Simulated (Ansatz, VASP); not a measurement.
# Al35CuN36 (Cu_Al) in two plane-wave programs, part 2 of 3

Aim: how closely do two programs agree when they are given the same cell, functional and k mesh? Of the first pair: The structure shown is the start of the Ansatz relaxation below; VASP solves that cell, so the two are compared at the walk's first step.

VASP 6.6.1 and Ansatz 0.2.0.

So far: Starting point; Ansatz: relaxation, r2SCAN.

### 3. VASP: single point, r2SCAN, start cell, pair 1

Level of this step: r2SCAN, spin-polarised from a ferromagnetic start; plane waves and PAW (Al, N, Cu) (VASP).

The same cell, functional and mesh now go to VASP, with its own data sets.

Lines of VASP's logs that name or quote its potential files are left out, and so is its time.

INCAR reads:

```
SYSTEM = Al35CuN36
PREC = Accurate
ENCUT = 580
EDIFF = 1E-06
NELM = 200
ISMEAR = 0
SIGMA = 0.01
LREAL = Auto
ALGO = Normal
METAGGA = R2SCAN
LASPH = .TRUE.
NBANDS = 200
ISPIN = 2
MAGMOM = 0 0 0 0 0 0 -0 0 0 -0 0 -0 -0 0 -0 0 0 0 0 0 0 -0 0 -0 -0 -0 -0 -0 0 -0 0 -0 0 0 0 0 0 0 0 0.13 0.01 0.02 -0 0 0 0 0 0.03 0.01 0 -0 0.24 0.01 0.01 0.24 0.13 0.01 0.02 -0 0 -0 0 -0 0.02 0.01 0 -0 0 0 0 0 0.77
LMAXMIX = 4
LORBIT = 11
LWAVE = .FALSE.
LCHARG = .FALSE.
ISIF = 2
ISYM = 0
NUPDOWN = 2
GGA_COMPAT = .FALSE.
LMIXTAU = .TRUE.
NCORE = 2
```

POSCAR reads:

```
Al35CuN36
1.0
    9.3195655359      0.0000000860      0.0000000000
   -4.6597828424      8.0709804634      0.0000000000
    0.0000000000      0.0000000000      9.9564777190
Al N Cu
35 36 1
Direct
    0.2280917285      0.1124790209      0.2502570759
    0.1124984888      0.2177449194      0.5003273387
    0.2209346197      0.1156832166      0.7501429934
    0.1067840914      0.2171174864      0.0019116480
    0.2264747509      0.4477192080      0.2461117344
    0.1088807023      0.5582676121      0.5026210213
    0.2215441083      0.4441648691      0.7545930611
    0.1093755443      0.5496173619      0.9987566166
    0.2280805218      0.7815315635      0.2481624596
    0.1054672720      0.8857091184      0.5016450738
    0.2237433322      0.7752424887      0.7533675273
    0.1085106187      0.8888257162      0.0040100809
    0.5577093173      0.1169540623      0.2480953676
    0.4456473764      0.2189116886      0.4963062380
    0.5514173808      0.1125368791      0.7514086016
    0.4488107328      0.2270859123      0.0021308018
    0.5573466454      0.4413981632      0.2526834359
    0.5587966941      0.4416037145      0.7486645589
    0.4503910381      0.5595313954      0.9985519257
    0.5542392118      0.7797564349      0.2453603643
    0.4421457749      0.8844499122      0.5031039230
    0.5499575842      0.7768380782      0.7508657390
    0.4401875716      0.8863382825      0.9959747091
    0.8910376335      0.1073016999      0.2484668846
    0.7799225970      0.2256814945      0.5037495329
    0.8869408230      0.1105942367      0.7448537735
    0.7830670375      0.2276145929      0.0000713386
    0.8950805515      0.4475167471      0.2494361028
    0.7729438195      0.5516541582      0.4967850217
    0.8919409349      0.4448235180      0.7538378744
    0.7814038714      0.5600116310      0.0028356696
    0.8870457018      0.7791059528      0.2539088693
    0.7793735140      0.8936507734      0.4964746710
    0.8851548133      0.7716907447      0.7502755704
    0.7772373263      0.8933955380      0.0018454600
    0.2256343823      0.1122853642      0.4362365008
    0.1109805253      0.2274074381      0.1914253267
    0.2197402274      0.1126418265      0.9365982894
    0.1157544871      0.2261303937      0.6933724149
    0.2248060353      0.4497011233      0.4377413502
    0.1142304517      0.5598499477      0.1939016040
    0.2201824029      0.4432606419      0.9356590014
    0.1172822728      0.5581746865      0.6903387115
    0.2206738948      0.7782053258      0.4451289025
    0.1151489934      0.8888477704      0.1936827515
    0.2261376219      0.7796846999      0.9365069920
    0.1120822022      0.8931067326      0.6868777486
    0.5588090144      0.1169447698      0.4387376865
    0.4419246030      0.2169885022      0.1877129697
    0.5535473442      0.1092200578      0.9450758858
    0.4486409517      0.2217265882      0.6931824883
    0.5615222638      0.4460241191      0.4407119791
    0.4496708670      0.5569465794      0.1879568310
    0.5532626495      0.4395047130      0.9373722579
    0.4464585142      0.5596901123      0.6866588961
    0.5534636589      0.7814162085      0.4421640990
    0.4436386198      0.8909231034      0.1948242194
    0.5504533714      0.7750705111      0.9375538482
    0.4391209783      0.8837967078      0.6892060821
    0.8879976097      0.1067191189      0.4437227828
    0.7793186356      0.2281007792      0.1912913436
    0.8860067359      0.1058596199      0.9430515756
    0.7813504175      0.2271241940      0.6875127121
    0.8880570115      0.4387278522      0.4407822850
    0.7762300650      0.5540622919      0.1855825978
    0.8899239775      0.4463145388      0.9451849605
    0.7786529854      0.5600940250      0.6935577214
    0.8945886583      0.7816273316      0.4386675814
    0.7834094373      0.8895718389      0.1897719307
    0.8875774788      0.7766206289      0.9452838911
    0.7742147344      0.8913728594      0.6913654803
    0.4452559890      0.5515656966      0.5024047802
```

KPOINTS reads:

```
Points of the shifted mesh
1
Reciprocal
 0.2500000000  0.2500000000  0.2500000000 1
```

Potentials, in the order of the species: Al, N and Cu (PBE family, release 64).

The run is started by

```bash
mpirun -np 8 vasp_std
```

Numbers of over 12 decimals in the logs are rounded to 6 here.

Output:

```text
[banner, memory and clock lines left out]
running    8 mpi-ranks, on    1 nodes
[...]
|                                                                             |
|               ----> ADVICE to this user running VASP <----                  |
|                                                                             |
|     You enforced a specific xc type in the INCAR file but a different       |
|     [... a line on the potential file left out ...]
|     I HOPE YOU KNOW WHAT YOU ARE DOING!                                     |
|                                                                             |

 LDA part: xc-table for (None), standard interpolation
 POSCAR, INCAR and KPOINTS ok, starting setup
[...]
entering main loop
       N       E                     dE             d eps       ncg     rms          rms(c)
DAV:   1     0.180039969511E+04    0.18004E+04   -0.14469E+05   800   0.155E+03
DAV:   2    -0.586540085176E+03   -0.23869E+04   -0.22350E+04   976   0.351E+02
DAV:   3    -0.839250046687E+03   -0.25271E+03   -0.24735E+03   992   0.127E+02
DAV:   4    -0.851845601277E+03   -0.12596E+02   -0.12527E+02  1240   0.341E+01
[...]
DAV:  19    -0.688439820514E+03   -0.59268E-05   -0.22308E-05  1120   0.338E-02    0.581E-03
DAV:  20    -0.688439823865E+03   -0.33514E-05   -0.25667E-06   712   0.867E-03    0.293E-03
DAV:  21    -0.688439824241E+03   -0.37581E-06   -0.17034E-06   576   0.477E-03
   1 F= -.68843982E+03 E0= -.68843982E+03  d E =-.146284E-37  mag=     2.0000
```

OUTCAR, selected parts (step 3):

```text
  FREE ENERGIE OF THE ION-ELECTRON SYSTEM (eV)
  ---------------------------------------------------
  free  energy   TOTEN  =      -688.4398242412 eV

  energy  without entropy=     -688.4398242412  energy(sigma->0) =     -688.43982424

 magnetization (x)
# of ion       s       p       d       tot
------------------------------------------
    1       -0.000   0.000   0.000  -0.000
    2        0.002   0.002   0.000   0.004
    3        0.000   0.000   0.000   0.000
    4        0.000   0.001   0.000   0.001
    5        0.000   0.002   0.000   0.002
    6       -0.001  -0.002   0.000  -0.003
    7       -0.000   0.001   0.000   0.001
    8        0.000   0.000   0.000   0.001
    9       -0.000   0.000   0.000  -0.000
   10       -0.000  -0.000   0.000  -0.000
   11        0.000   0.000   0.000   0.000
   12       -0.000  -0.000   0.000  -0.000
   13       -0.000  -0.000   0.000  -0.000
[...]
--------------------------------------------------
tot          0.042   0.838   0.769   1.649
```

The run ends at a pressure of 1.29 GPa, with forces up to 2.7 eV/Å.

### 4. Comparison

Known differences besides the potentials themselves: VASP starts from the moments at which Ansatz ended; VASP keeps PBE cores, Ansatz makes them for the functional; fixed occupations in Ansatz, narrow Gaussian smearing in VASP; the data sets hold 304 valence electrons in Ansatz (on its PAW soft_1 files) and 296 in VASP; the cutoff is 500 eV in Ansatz and 580 eV in VASP (PREC = Accurate, projectors in real space). Total energies have different zeros and are not compared.

Forces on 9 of the 72 atoms, those with the largest forces and the largest differences (eV/Å; atoms numbered as in POSCAR):

| atom | Ansatz x, y, z | VASP x, y, z |
| --- | --- | --- |
| Al33 | -0.103, -1.638, 1.130 | -0.096, -1.659, 1.134 |
| Al34 | -0.183, 2.106, 0.290 | -0.184, 2.118, 0.300 |
| N40 | -1.231, -1.022, 0.142 | -1.320, -1.068, 0.119 |
| N42 | 0.446, -0.126, 1.816 | 0.453, -0.129, 1.831 |
| N46 | -1.201, -0.769, 1.302 | -1.211, -0.774, 1.309 |
| N52 | 0.519, -1.730, -0.805 | 0.559, -1.767, -0.827 |
| N55 | 0.057, -0.829, 2.411 | 0.050, -0.830, 2.528 |
| N56 | 0.591, 0.488, -1.025 | 0.597, 0.557, -1.049 |
| N67 | 0.875, -1.386, -0.803 | 0.882, -1.396, -0.810 |

The forces differ by 15 meV/Å r.m.s., which is 1.9 % of the r.m.s. force of 0.798 eV/Å (both taken over all components). Moments aren't recorded for both runs of this pair, so they may hold unlike magnetic states.

### 5. Ansatz: relaxation, r2SCAN

This run makes the geometry at which the two programs are then compared.

The structure compared here is the end of the Ansatz relaxation.

input.yaml reads:

```yaml
crystal:
  lattice:
    - [9.31956554, 9.0e-08, 0.0]
    - [-4.65978284, 8.07098046, 0.0]
    - [0.0, 0.0, 9.95647772]
  atoms:
    - { symbol: Al, position: [0.22222222, 0.11111111, 0.24960167] }
    - { symbol: Al, position: [0.11111111, 0.22222222, 0.49960167] }
    - { symbol: "N", position: [0.22222222, 0.11111111, 0.44039833] }
    - { symbol: "N", position: [0.11111111, 0.22222222, 0.19039833] }
    - { symbol: Al, position: [0.22222222, 0.11111111, 0.74960167] }
    - { symbol: Al, position: [0.11111111, 0.22222222, 0.99960167] }
    - { symbol: "N", position: [0.22222222, 0.11111111, 0.94039833] }
    - { symbol: "N", position: [0.11111111, 0.22222222, 0.69039833] }
    - { symbol: Al, position: [0.22222222, 0.44444444, 0.24960167] }
    - { symbol: Al, position: [0.11111111, 0.55555556, 0.49960167] }
    - { symbol: "N", position: [0.22222222, 0.44444444, 0.44039833] }
    - { symbol: "N", position: [0.11111111, 0.55555556, 0.19039833] }
    - { symbol: Al, position: [0.22222222, 0.44444444, 0.74960167] }
    - { symbol: Al, position: [0.11111111, 0.55555556, 0.99960167] }
    - { symbol: "N", position: [0.22222222, 0.44444444, 0.94039833] }
    - { symbol: "N", position: [0.11111111, 0.55555556, 0.69039833] }
    - { symbol: Al, position: [0.22222222, 0.77777778, 0.24960167] }
    - { symbol: Al, position: [0.11111111, 0.88888889, 0.49960167] }
    - { symbol: "N", position: [0.22222222, 0.77777778, 0.44039833] }
    - { symbol: "N", position: [0.11111111, 0.88888889, 0.19039833] }
    - { symbol: Al, position: [0.22222222, 0.77777778, 0.74960167] }
    - { symbol: Al, position: [0.11111111, 0.88888889, 0.99960167] }
    - { symbol: "N", position: [0.22222222, 0.77777778, 0.94039833] }
    - { symbol: "N", position: [0.11111111, 0.88888889, 0.69039833] }
    - { symbol: Al, position: [0.55555556, 0.11111111, 0.24960167] }
    - { symbol: Al, position: [0.44444444, 0.22222222, 0.49960167] }
    - { symbol: "N", position: [0.55555556, 0.11111111, 0.44039833] }
    - { symbol: "N", position: [0.44444444, 0.22222222, 0.19039833] }
    - { symbol: Al, position: [0.55555556, 0.11111111, 0.74960167] }
    - { symbol: Al, position: [0.44444444, 0.22222222, 0.99960167] }
    - { symbol: "N", position: [0.55555556, 0.11111111, 0.94039833] }
    - { symbol: "N", position: [0.44444444, 0.22222222, 0.69039833] }
    - { symbol: Al, position: [0.55555556, 0.44444444, 0.24960167] }
    - { symbol: Cu, position: [0.44444444, 0.55555556, 0.49960167], spin: 2.0 }
    - { symbol: "N", position: [0.55555556, 0.44444444, 0.44039833] }
    - { symbol: "N", position: [0.44444444, 0.55555556, 0.19039833] }
    - { symbol: Al, position: [0.55555556, 0.44444444, 0.74960167] }
    - { symbol: Al, position: [0.44444444, 0.55555556, 0.99960167] }
    - { symbol: "N", position: [0.55555556, 0.44444444, 0.94039833] }
    - { symbol: "N", position: [0.44444444, 0.55555556, 0.69039833] }
    - { symbol: Al, position: [0.55555556, 0.77777778, 0.24960167] }
    - { symbol: Al, position: [0.44444444, 0.88888889, 0.49960167] }
    - { symbol: "N", position: [0.55555556, 0.77777778, 0.44039833] }
    - { symbol: "N", position: [0.44444444, 0.88888889, 0.19039833] }
    - { symbol: Al, position: [0.55555556, 0.77777778, 0.74960167] }
    - { symbol: Al, position: [0.44444444, 0.88888889, 0.99960167] }
    - { symbol: "N", position: [0.55555556, 0.77777778, 0.94039833] }
    - { symbol: "N", position: [0.44444444, 0.88888889, 0.69039833] }
    - { symbol: Al, position: [0.88888889, 0.11111111, 0.24960167] }
    - { symbol: Al, position: [0.77777778, 0.22222222, 0.49960167] }
    - { symbol: "N", position: [0.88888889, 0.11111111, 0.44039833] }
    - { symbol: "N", position: [0.77777778, 0.22222222, 0.19039833] }
    - { symbol: Al, position: [0.88888889, 0.11111111, 0.74960167] }
    - { symbol: Al, position: [0.77777778, 0.22222222, 0.99960167] }
    - { symbol: "N", position: [0.88888889, 0.11111111, 0.94039833] }
    - { symbol: "N", position: [0.77777778, 0.22222222, 0.69039833] }
    - { symbol: Al, position: [0.88888889, 0.44444444, 0.24960167] }
    - { symbol: Al, position: [0.77777778, 0.55555556, 0.49960167] }
    - { symbol: "N", position: [0.88888889, 0.44444444, 0.44039833] }
    - { symbol: "N", position: [0.77777778, 0.55555556, 0.19039833] }
    - { symbol: Al, position: [0.88888889, 0.44444444, 0.74960167] }
    - { symbol: Al, position: [0.77777778, 0.55555556, 0.99960167] }
    - { symbol: "N", position: [0.88888889, 0.44444444, 0.94039833] }
    - { symbol: "N", position: [0.77777778, 0.55555556, 0.69039833] }
    - { symbol: Al, position: [0.88888889, 0.77777778, 0.24960167] }
    - { symbol: Al, position: [0.77777778, 0.88888889, 0.49960167] }
    - { symbol: "N", position: [0.88888889, 0.77777778, 0.44039833] }
    - { symbol: "N", position: [0.77777778, 0.88888889, 0.19039833] }
    - { symbol: Al, position: [0.88888889, 0.77777778, 0.74960167] }
    - { symbol: Al, position: [0.77777778, 0.88888889, 0.99960167] }
    - { symbol: "N", position: [0.88888889, 0.77777778, 0.94039833] }
    - { symbol: "N", position: [0.77777778, 0.88888889, 0.69039833] }
  host:
    repeats: [3, 3, 2]
    atoms:
      - { symbol: Al, position: [0.66666667, 0.33333333, 0.49920333] }
      - { symbol: Al, position: [0.33333333, 0.66666667, 0.99920333] }
      - { symbol: "N", position: [0.66666667, 0.33333333, 0.88079667] }
      - { symbol: "N", position: [0.33333333, 0.66666667, 0.38079667] }
basis:
  ecutwfc: 500
  xc_grid: 2
hamiltonian:
  xc: r2scan
  pseudopotentials: { kind: paw, azcp: { folder: soft_1 } }
kpoints:
  mp_grid: { grid: [1, 1, 1], shift: [0.25, 0.25, 0.25] }
magnetization:
  spin_polarized: true
  initial_magnetization: 2
  spin_locking: { lock_magnetization: hard }
scf:
  occupations: { method: fixed }
  max_iter: 60
output:
  forces: true
  charged_corrections:
    epsilon: [4.49, 4.49, 4.72]
    static_epsilon: [8.15, 8.15, 9.65]
    defect_position: [0.444444, 0.555556, 0.499602]
relax:
  f_tol: 0.02
  max_steps: 80
  random_displacement: { amplitude: 0.05, seed: 9281 }
checkpoint:
  write: "../q0_M2.relax.run"
  compress: false
  write_wavefunctions: true
  write_every: 100000
```

The run is started by

```bash
ansatz run input.yaml --threads 4 --pin off --max-ram 15073MiB --backend cpu --events-out ev --progress --plain --runs-dir out
```

Output:

```text
[...]
Crystal: 72 atoms, lattice volume = 748.907 Å³
Basis set: ecut = 500 eV, 18913 PW (Γ), exchange–correlation on 144×144×150 points (8 copies of the dense FFT grid, shifted against one another)
Bands: 225, of which v1, the nominal top of the filled ones, is band 152 counted from 1 (151 counted from 0)
Symmetry: 1 space group operations
k-points: 1
[...]
Starting moments: Σ|m| = 2 μB on 1 of 72 sites
[...]
- { symbol: N, position: [0.111386, 0.555716, 0.690923] }
[...]
- { symbol: Cu, position: [0.441090, 0.560000, 0.495814] }
[...]
- { symbol: Al, position: [0.889959, 0.778421, 0.250000] }
    - { symbol: Al, position: [0.781300, 0.891417, 0.500804] }
    - { symbol: N, position: [0.890594, 0.779258, 0.440643] }
    - { symbol: N, position: [0.779595, 0.889369, 0.189754] }
    - { symbol: Al, position: [0.890110, 0.778555, 0.750456] }
    - { symbol: Al, position: [0.778989, 0.889572, 0.999694] }
    - { symbol: N, position: [0.889878, 0.778492, 0.940746] }
    - { symbol: N, position: [0.779906, 0.889934, 0.691268] }
```

[end of part 2 of 3]

[Lines on the potential files, build, host, timing and source positions are cut from VASP's logs without a mark.]

[Logs are printed without paths, hosts, clocks, repeated set-up lines and the standing remarks that a program may print on its own settings, such as how far it seeks lower states.]

[Hosts, paths, dates, database ids (printed as entryN), source tags and the programs' standing remarks are cut or masked in the printed files.]
